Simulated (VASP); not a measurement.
A run of VASP 6.6.1 is set up as follows.

Contents of INCAR:

```
SYSTEM = Ni
PREC = Accurate
ENCUT = 520
EDIFF = 1E-6
ISMEAR = -1
SIGMA = 0.05
LREAL = .False.
LASPH = .True.
NELM = 120
ALGO = Fast
ISIF = 2
LWAVE = .False.
LCHARG = .True.
ISPIN = 2
MAGMOM = 2.5
LORBIT = 11
LMAXMIX = 4
GGA = PE
LELF = .True.
LVHAR = .True.
```

KPOINTS

```
Automatic mesh
0
Gamma
  13 13 13
  0 0 0
```

File POSCAR:

```
Ni
1.0
    0.0000000000      1.7375729330      1.7375729330
    1.7375729330      0.0000000000      1.7375729330
    1.7375729330      1.7375729330      0.0000000000
Ni
1
Direct
    0.0000000000      0.0000000000      0.0000000000
```

Potentials or basis: VASP PAW PBE potentials, release 64 (Ni).

Launch:

```bash
$ cat potpaw_PBE.64/Ni/POTCAR > POTCAR
$ mpirun -np 1 vasp_std > vasp.out
```

**Question.** Predict the band gap on the k mesh.

**Answer.** None (metal or under the smearing width).

**Question.** Estimate the net moment.

**Answer.** 0.62 μB per cell.

**Question.** Predict the pressure.

**Answer.** 8.1 GPa.
